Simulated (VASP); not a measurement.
Set up this calculation in VASP 6.6.1, as the native input.

```yaml
Task: single point
Functional: PBE
Potentials_or_basis: VASP PAW PBE potentials, release 64 (Ag_GW, Br_GW)
Cutoff: 550 eV
k_mesh: 8 × 8 × 8
Occupations: gaussian, width 0.02 eV
Spin: no spin polarisation
Further_INCAR_settings: ALGO = Fast; EDIFF = 1e-06; NBANDS = 16
```

The structure of AgBr lies in POSCAR:

```
AgBr
1.0
    0.0000000000      2.8701500000      2.8701500000
    2.8701500000      0.0000000000      2.8701500000
    2.8701500000      2.8701500000      0.0000000000
Ag Br
1 1
Cartesian
    0.0000000000      0.0000000000      0.0000000000
    2.8701500000      2.8701500000      2.8701500000
```

These files were run (other wordings do the same):

INCAR

```
ALGO     = Fast           # electronic algorithm
EDIFF    = 1E-6           # SCF threshold, eV
ENCUT    = 550            # plane-wave cutoff, eV
GGA      = PE             # functional
ISIF     = 2              # what is computed and relaxed
ISMEAR   = 0              # smearing method
LASPH    = True           # aspherical terms in the spheres
LCHARG   = True           # write CHGCAR
LELF     = True           # ELF
LREAL    = False          # projectors in reciprocal space
LVHAR    = True         
LWAVE    = False          # write WAVECAR
NBANDS   = 16             # bands
NELM     = 80             # most SCF steps
PREC     = Accurate       # precision mode
SIGMA    = 0.02           # smearing width, eV
```

KPOINTS

```
k-points
0
Gamma
  8 8 8
```

Potentials or basis: VASP PAW PBE potentials, release 64 (Ag_GW, Br_GW).

Run with:

```bash
$ cat potpaw_PBE.64/Ag_GW/POTCAR potpaw_PBE.64/Br_GW/POTCAR > POTCAR
$ mpirun -np 1 vasp_std > vasp.out
```

It gave:

| Quantity | Value |
| --- | --- |
| Pressure | 2.2 GPa |
| Band gap on the k mesh | 0.66 eV, indirect (least direct gap 2.60 eV) |

Wall time 24 s on 1 thread of Intel(R) Xeon(R) Platinum 8488C (Sapphire Rapids), with other jobs on the host, peak memory 0.19 GiB.
